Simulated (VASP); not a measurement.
# Ho (P6_3/mmc) in VASP: single point with revPBE

Aim: the single point of Ho with revPBE.

Everything below comes from runs of VASP 6.6.1. Logs are shortened: lines on timing, memory, paths and dates and some standing lists are left out, and cuts for length are marked.

## (1) Starting point

The structure is hexagonal, space group P6_3/mmc (No. 194). The conventional cell has a = 3.748 Å, b = 3.748 Å, c = 6.046 Å, α = 90.00°, β = 90.00°, γ = 120.00°. Ho (site symmetry -6m2) has 12 Ho at 3.72 to 3.75 Å as nearest neighbours.

## (2) Single point, revPBE, collinear spin, typed start

INCAR

```
SYSTEM = Ho
PREC = Accurate ; ENCUT = 520
EDIFF = 1E-6 ; ISMEAR = -1
SIGMA = 0.1 ; LREAL = .False.
LASPH = .True. ; NELM = 150
ALGO = Normal ; ISIF = 2
LWAVE = .False. ; LCHARG = .False.
ISPIN = 2 ; MAGMOM = 3.526 3.526
LORBIT = 11 ; LMAXMIX = 6
GGA = RE ; NBANDS = 32
```

KPOINTS

```
Automatic mesh
0
Gamma
  5 5 3
  0 0 0
```

POSCAR

```
Ho
1.0
    3.7476325110      0.0000000000      0.0000000000
   -1.8738162555      3.2455449586      0.0000000000
    0.0000000000      0.0000000000      6.0460081153
Ho
2
Direct
    0.3333333333      0.6666666667      0.2500000000
    0.6666666667      0.3333333333      0.7500000000
```

Potentials or basis: VASP PAW PBE potentials, release 64 (Ho).

Run with:

```
cat potpaw_PBE.64/Ho/POTCAR > POTCAR
mpirun -np 1 vasp_std > vasp.out
```

OUTCAR:

```text
SYSTEM = Ho
   PREC = Accurate
   ENCUT = 520
   EDIFF = 1E-6
   ISMEAR = -1
   LREAL = .False.
   LASPH = .True.
   NELM = 150
   ISIF = 2
   ISPIN = 2
   LORBIT = 11
   GGA = RE

 ion  position               nearest neighbor table
   1  0.333  0.667  0.250-   2 3.72   2 3.72   2 3.72   2 3.72   2 3.72   2 3.72
   2  0.667  0.333  0.750-   1 3.72   1 3.72   1 3.72   1 3.72   1 3.72   1 3.72

  LATTYP: Found a hexagonal cell.
 ALAT       =     3.7476325110
 C/A-ratio  =     1.6132873481

  Lattice vectors:

 A1 = (   3.7476325110,   0.0000000000,   0.0000000000)
 A2 = (  -1.8738162555,   3.2455449586,   0.0000000000)
 A3 = (   0.0000000000,   0.0000000000,   6.0460081153)

Analysis of symmetry for initial positions (statically):
=====================================================================
 Subroutine PRICEL returns:
 Original cell was already a primitive cell.

 Routine SETGRP: Setting up the symmetry group for a
 hexagonal supercell.

 Subroutine GETGRP returns: Found 24 space group operations
 (whereof 12 operations were pure point group operations)
 out of a pool of 24 trial point group operations.

The static configuration has the point symmetry D_3d.
 The point group associated with its full space group is D_6h.

Analysis of symmetry for dynamics (positions and initial velocities):
=====================================================================
 Subroutine PRICEL returns:
 Original cell was already a primitive cell.

 Routine SETGRP: Setting up the symmetry group for a
 hexagonal supercell.

 Subroutine GETGRP returns: Found 24 space group operations
 (whereof 12 operations were pure point group operations)
 out of a pool of 24 trial point group operations.

The dynamic configuration has the point symmetry D_3d.
 The point group associated with its full space group is D_6h.

Analysis of structural, dynamic, and magnetic symmetry:
=====================================================================
 Subroutine PRICEL returns:
 Original cell was already a primitive cell.

 Routine SETGRP: Setting up the symmetry group for a
 hexagonal supercell.

 Subroutine GETGRP returns: Found 24 space group operations
 (whereof 12 operations were pure point group operations)
 out of a pool of 24 trial point group operations.

The overall configuration has the point symmetry D_3d.
 The point group associated with its full space group is D_6h.

 Subroutine INISYM returns: Found 24 space group operations
 (whereof 12 operations are pure point group operations),
 and found     1 'primitive' translations

----------------------------------------------------------------------------------------

                                     Primitive cell

  volume of cell :      73.5383

  direct lattice vectors                    reciprocal lattice vectors
     3.747632511  0.000000000  0.000000000     0.266835128  0.154057333  0.000000000
    -1.873816255  3.245544959  0.000000000     0.000000000  0.308114666  0.000000000
     0.000000000  0.000000000  6.046008115     0.000000000  0.000000000  0.165398389

  length of vectors
     3.747632511  3.747632511  6.046008115     0.308114666  0.308114666  0.165398389

  position of ions in fractional coordinates (direct lattice)
     0.333333333  0.666666667  0.250000000
     0.666666667  0.333333333  0.750000000

  ion indices of the primitive-cell ions
   primitive index   ion index
                 1           1
                 2           2

----------------------------------------------------------------------------------------

 KPOINTS: Automatic mesh

Automatic generation of k-mesh.
 Grid dimensions read from file:
 generate k-points for:    5    5    3

 Generating k-lattice:

  Cartesian coordinates                     Fractional coordinates (reciprocal lattice)
     0.053367026  0.030811467  0.000000000     0.200000000 -0.000000000  0.000000000
     0.000000000  0.061622933  0.000000000     0.000000000  0.200000000  0.000000000
     0.000000000  0.000000000  0.055132796     0.000000000  0.000000000  0.333333333

  Length of vectors
     0.061622933  0.061622933  0.055132796

  Shift w.r.t. Gamma in fractional coordinates (k-lattice)
     0.000000000  0.000000000  0.000000000

 Subroutine IBZKPT returns following result:
 ===========================================

 Found     10 irreducible k-points:

 Following reciprocal coordinates:
            Coordinates               Weight
  0.000000  0.000000  0.000000      1.000000
  0.200000 -0.000000  0.000000      6.000000
  0.400000  0.000000  0.000000      6.000000
  0.200000  0.200000  0.000000      6.000000
  0.400000  0.200000  0.000000      6.000000
  0.000000  0.000000  0.333333      2.000000
  0.200000 -0.000000  0.333333     12.000000
  0.400000  0.000000  0.333333     12.000000
  0.200000  0.200000  0.333333     12.000000
  0.400000  0.200000  0.333333     12.000000
   k-points           NKPTS =     10   k-points in BZ     NKDIM =     10   number of bands    NBANDS=     32
   number of dos      NEDOS =    301   number of ions     NIONS =      2
   total plane-waves  NPLWV =  37632
   dimension x,y,z NGX =    28 NGY =   28 NGZ =   48
   dimension x,y,z NGXF=    56 NGYF=   56 NGZF=   96
   ions per type =               2
   NGX,Y,Z   is equivalent  to a cutoff of  12.42, 12.42, 13.20 a.u.
   NGXF,Y,Z  is equivalent  to a cutoff of  24.84, 24.84, 26.40 a.u.
 SYSTEM =  Ho
   PREC   = accura    normal or accurate (medium, high low for compatibility)
   ISTART =      0    job   : 0-new  1-cont  2-samecut
   ICHARG =      2    charge: 1-file 2-atom 10-const
   ISPIN  =      2    spin polarized calculation?
   LNONCOLLINEAR =      F non collinear calculations
   LSORBIT =      F    spin-orbit coupling
   LASPH  =      T    aspherical Exc in radial PAW
   ENCUT  =  520.0 eV  38.22 Ry    6.18 a.u.   6.97  6.97 11.24*2*pi/ulx,y,z
   NELM   =    150;   NELMIN=  2; NELMDL= -5     # of ELM steps
   EDIFF  = 0.1E-05   stopping-criterion for ELM
   LREAL  =      F    real-space projection
   EDIFFG = 0.1E-04   stopping-criterion for IOM
   NSW    =      0    number of steps for IOM
   IBRION =     -1    ionic relax: 0-MD 1-quasi-New 2-CG
   NFREE  =      0    steps in history (QN), initial steepest desc. (CG)
   ISIF   =      2    stress and relaxation
   ISYM   =      2    0-nonsym 1-usesym 2-fastsym
   POTIM  = 0.5000    time-step for ionic-motion
   TEBEG  =    0.0;   TEEND  =   0.0 temperature during run
   PSTRESS=    0.0 pullay stress
   NELECT =      42.0000    total number of electrons
   NUPDOWN=      -1.0000    fix difference up-down
   EMIN   =  10.00;   EMAX   =-10.00  energy-range for DOS
   EFERMI =   0.00;   METHOD = LEGACY
   ISMEAR =    -1;   SIGMA  =   0.10  broadening in eV -4-tet -1-fermi 0-gaus
   EFERMI_NEDOS =   21; number of points for ismear=-14 and -15
   IALGO  =     38    algorithm
   IMIX   =      4    mixing-type and parameters
     AMIX     =   0.40;   BMIX     =  1.00
     AMIX_MAG =   1.60;   BMIX_MAG =  1.00
  volume/ion in A,a.u.               =      36.77       248.13
  Fermi-wavevector in a.u.,A,eV,Ry     =   1.358272  2.566762 25.101434  1.844903
  Thomas-Fermi vector in A             =   2.485120
   LORBIT       =     11    0 simple, 1 ext, 2 COOP (PROOUT), +10 PAW based schemes
   GGA     = RE    functional components
   LHFCALC =     F    Hartree Fock is set to
   AEXX    =    0.0000 exact exchange contribution
   IVDW    =     0    specifies the selected vdW correction
   LEPSILON=     F    determine dielectric tensor
   LRPA    =     F    only Hartree local field effects (RPA)
 spin polarized calculation
  energy-cutoff  :      520.00
  volume of cell :       73.54
 maximum number of plane-waves:      1998
 NGX is ok and might be reduce to    28
   NGX = 13   NGY = 13   NGZ = 23

 number of electron      41.9999980 magnetization       7.4795459

 Free energy of the ion-electron system (eV)
  ---------------------------------------------------
  ext. energy  EPLUGINS =         0.00000000
  ---------------------------------------------------
  free energy    TOTEN  =       -12.76383856 eV

  energy without entropy =      -12.45912886  energy(sigma->0) =      -12.61148371

 E-fermi :   2.0459     XC(G=0):  -9.3063

 val. band max:        2.0324335901   @ k =   0.4000   0.0000   0.0000
 cond. band min:       2.0492835148   @ k =   0.4000   0.0000   0.0000
 fundamental gap:      0.0168499248
 Fermi energy:         2.0459109042

 spin component 1

 k-point     1 :       0.0000    0.0000    0.0000
  band No.  band energies     occupation
      1     -46.3111      1.00000
      2     -46.2856      1.00000
      3     -21.6199      1.00000
      4     -21.2213      1.00000
      5     -21.1163      1.00000
      6     -21.1163      1.00000
[... 24 lines left out ...]
     31       5.3712      0.00000
     32       5.3712      0.00000
[... 283 lines left out ...]
      1     -46.2834      1.00000
      2     -46.2808      1.00000
      3     -21.4719      1.00000
      4     -21.4397      1.00000
      5     -21.3072      1.00000
      6     -21.2596      1.00000
[... 24 lines left out ...]
     31       6.9555      0.00000
     32       7.3934      0.00000
 Fermi energy:         2.0459109042

 spin component 2

 k-point     1 :       0.0000    0.0000    0.0000
  band No.  band energies     occupation
      1     -44.6990      1.00000
      2     -44.6701      1.00000
      3     -20.4517      1.00000
      4     -20.0068      1.00000
      5     -19.9681      1.00000
      6     -19.9681      1.00000
[... 24 lines left out ...]
     31       5.8581      0.00000
     32       5.8581      0.00000
[... 284 lines left out ...]
      2     -44.6647      1.00000
      3     -20.3203      1.00000
      4     -20.2868      1.00000
      5     -20.1614      1.00000
      6     -20.1023      1.00000
[... 24 lines left out ...]
     31       7.5657      0.00000
     32       8.0264      0.00000

------------------------ aborting loop because EDIFF is reached ----------------------------------------

  FORCE on cell =-STRESS in cart. coord.  units (eV):
  Direction    XX          YY          ZZ          XY          YZ          ZX
  --------------------------------------------------------------------------------------
  -------------------------------------------------------------------------------------
  Total        0.0493573      0.0493573     -0.0584429      0.0000000      0.0000000     -0.0000000
  in kB        1.0753475      1.0753475     -1.2732951      0.0000000      0.0000000     -0.0000000
  external PRESSURE =       0.2924666 kB  Pullay stress =       0.0000000 kB

 VOLUME and BASIS-vectors are now :
 -----------------------------------------------------------------------------
  energy-cutoff  :      520.00
  volume of cell :       73.54
      direct lattice vectors                 reciprocal lattice vectors
     3.747632511  0.000000000  0.000000000     0.266835128  0.154057333  0.000000000
    -1.873816255  3.245544959  0.000000000     0.000000000  0.308114666  0.000000000
     0.000000000  0.000000000  6.046008115     0.000000000  0.000000000  0.165398389

 POSITION                                       TOTAL-FORCE (eV/Angst)
 -----------------------------------------------------------------------------------
     -0.00000      2.16370      1.51150        -0.000000     -0.000000     -0.000000
      1.87382      1.08185      4.53451         0.000000      0.000000      0.000000
 -----------------------------------------------------------------------------------
    total drift:                               -0.000000      0.000000     -0.000000

  FREE ENERGIE OF THE ION-ELECTRON SYSTEM (eV)
  ---------------------------------------------------
  free  energy   TOTEN  =       -12.7638385563 eV

  energy  without entropy=      -12.4591288600  energy(sigma->0) =      -12.61148371

 total charge

# of ion       s       p       d       f       tot
--------------------------------------------------
    1        2.111   5.723   0.330  10.360  18.524
    2        2.111   5.723   0.330  10.360  18.524
--------------------------------------------------
tot          4.222  11.445   0.660  20.720  37.049

 magnetization (x)

# of ion       s       p       d       f       tot
--------------------------------------------------
    1        0.004  -0.015   0.073   3.432   3.495
    2        0.004  -0.015   0.073   3.432   3.495
--------------------------------------------------
tot          0.008  -0.031   0.147   6.865   6.989
```

Run time: 54 s. Hardware: 1 thread of Intel Xeon 6975P-C (Granite Rapids), shared host; peak memory 0.23 GiB.

Results:

- Free energy: -12.7638 eV
- Pressure: 0.0 GPa
- Band gap on the k mesh: none (metal or under the smearing width)
- Net moment: 7.48 μB per cell
- Site moments: Ho +3.50 μB
- Valence electrons inside the program's atomic spheres: Ho 18.52

Caveat: the k mesh is coarse (spacing up to 0.39 Å⁻¹), so the values aren't converged; the magnetic or orbital state may not be the lowest; the PAW data sets were made with another functional, which shifts forces and pressure a little; spin-orbit coupling is left out, which moves the levels of the heavy elements. The state reached can hang on the start; a lower one may exist.
